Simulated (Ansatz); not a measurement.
**Ge in Ansatz: the effect of target pressure**

Crystal: Ge.

```
Ge
1.0
     1.39715   -2.60052    0.00000
     1.39715    2.60052    0.00000
     0.00000    0.00000    2.69823
Ge
1
Direct
  0.50000 0.50000 0.00000
```

This isn't the form of Ge at room conditions, which is diamond.

Alike in all runs:

- Program: Ansatz 0.2.0
- Task: relaxation of cell and atoms
- Functional: PBEsol
- Potentials or basis: Ansatz PAW
- Cutoff: 420 eV (not typed: the program's choice for these potentials)
- k mesh: 11 × 11 × 10
- Occupations: fermi-dirac, width 0.05 eV
- Spin: no spin polarisation

Each run relaxes the cell or the atoms first.

| target pressure | relaxed volume (Å³/atom) |
| --- | --- |
| 0 GPa | 18.40 |
| 2 GPa | 17.94 |
| 5 GPa | 17.37 |
| 10 GPa | ? |
| 20 GPa | 15.47 |
| 30 GPa | 14.60 |

**Question.** What does the run with target pressure 10 GPa give?

**Answer.** Relaxed volume 16.60 Å³/atom.

Worked out: In Murnaghan's law V^(-B') rises as a straight line in P. The other rows fit best with B' = 3.9, V0 = 18.38 Å³/atom and B0 = 81 GPa, which gives 16.61 Å³/atom at 10 GPa, against the run's 16.60.

Caveats: the plane-wave basis is chosen anew once the cell has moved, so the energies of steps on either side of that aren't comparable; the PAW data sets come from PBE, with cores solved anew for the run's functional, which leaves a small shift of forces and pressure; the volume moved by over 15 % at a fixed basis, so the end points are rough (some runs).
